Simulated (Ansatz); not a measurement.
## Pressure against volume: Tl

```
Tl
1.0
    -1.94100    1.94100    1.94100
     1.94100   -1.94100    1.94100
     1.94100    1.94100   -1.94100
Tl
1
Direct
  0.00000 0.00000 0.00000
```

The cell is COD entry 9008555, as deposited and not checked against the literature; nothing was relaxed.

Spin–orbit coupling is left out, though it moves levels of the heavy atoms by tenths of an eV or more.

Levels of theory: DFT, PBE, all-electron LAPW, scalar-relativistic (Ansatz 0.2.0); DFT, PBE, PAW with Ansatz's default frozen-core files, scalar-relativistic (Ansatz 0.2.0).

For LAPW: a Γ-centred 13×13×13 k mesh, Fermi–Dirac smearing of 0.05 eV, basis error target 0.25 meV/atom, no spin polarisation. PAW takes a cutoff of 420 eV at this cell. The Ansatz runs share mesh, smearing and spin set-up. Plane-wave (PAW) pressures include the program's estimate of the Pulay term.

The cell above is scaled evenly, with fractional coordinates and shape held.

```csv
V/V(cell),V (Å³/atom),"P, LAPW (GPa)","P, PAW (GPa)"
0.9500,27.788,4.51,4.50
0.9750,28.519,3.31,3.31
1.0000,29.251,2.29,2.28
1.0250,29.982,1.41,1.41
1.0500,30.713,0.66,0.65
```
